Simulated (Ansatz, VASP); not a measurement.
Zn in VASP and in Ansatz

```
Zn
1.0
     0.00000    1.93822    1.93822
     1.93822    0.00000    1.93822
     1.93822    1.93822    0.00000
Zn
1
Direct
  0.00000 0.00000 0.00000
```

Change from the starting cell: volume scaled by 0.96.

Alike in both runs: task single point; functional LDA; k mesh 12 × 12 × 12; occupations fermi-dirac, width 0.05 eV; no spin polarisation.

|  | VASP | Ansatz |
| --- | --- | --- |
| version | VASP 6.6.1 | Ansatz 0.2.0 |
| potentials or method | VASP PAW LDA potentials, release 64 (Zn), cutoff 520 eV | all-electron LAPW, scalar-relativistic |

Ansatz gave:

```
gap on the k mesh at the Fermi level (eV) : none
pressure (GPa)                            : -6.2
```

Q: What did VASP give for the same quantities?

A: gap on the k mesh at the Fermi level (eV): none; pressure (GPa): -5.6.

A gap of «none» marks a metal or a gap that the smearing closes. Ansatz ran all-electron here, so the differences hold the error of VASP's frozen core and of both bases.
